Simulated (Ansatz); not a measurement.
# ZnAu: the cost of one run

Method: DFT PBEsol, scalar-relativistic, plane waves, PAW, in Ansatz 0.2.0.

1 further run of the same task is left out (set aside as unsound or not needed).

## 1. The system as given

Symmetry: Pm-3m, No. 221, cubic system. The conventional cell has a = 3.147 Å, b = 3.147 Å, c = 3.147 Å, α = 90.00°, β = 90.00°, γ = 90.00°. Around Zn (site symmetry m-3m) lie 8 Au at 2.73 Å. Au (site symmetry m-3m) has 8 Zn at 2.73 Å as nearest neighbours.

Coordinates:

```cif
data_structure
_symmetry_space_group_name_H-M 'P 1'
_symmetry_Int_Tables_number 1
_cell_length_a 3.1470
_cell_length_b 3.1470
_cell_length_c 3.1470
_cell_angle_alpha 90.000
_cell_angle_beta 90.000
_cell_angle_gamma 90.000
_cell_volume 31.17
loop_
_atom_site_label
_atom_site_type_symbol
_atom_site_fract_x
_atom_site_fract_y
_atom_site_fract_z
_atom_site_occupancy
Zn1 Zn 0.50000 0.50000 0.50000 1
Au1 Au 0.00000 0.00000 0.00000 1
```

The structure comes from the Crystallography Open Database.

## 2. One atom moved

The change: atom 2 (Au) moved by 0.38 Å.

File input.yaml:

```yaml
crystal:
  lattice:
    - [3.147, 0.0, 0.0]
    - [0.0, 3.147, 0.0]
    - [0.0, 0.0, 3.147]
  atoms:
    - { symbol: Zn, position: [0.5, 0.5, 0.5] }
    - { symbol: Au, position: [-0.0545948522, 0.1046170956, -0.0165618049] }
basis:
  ecutwfc: 420
kpoints:
  mp_grid: { grid: [12, 12, 12] }
hamiltonian:
  xc: pbesol
scf:
  occupations: { method: gaussian, width: 0.1 }
output:
  forces: true
  stress: true
  eigenvalues: true
```

Command:

```
ansatz run input.yaml --threads 1 --pin off --max-ram 1331MiB --backend cpu --events-out ev --progress --plain --runs-dir out
```

What time and memory should one allow on 1 thread of an x86-64 CPU, shared host?

About 23 s, with a peak of 0.82 GiB.
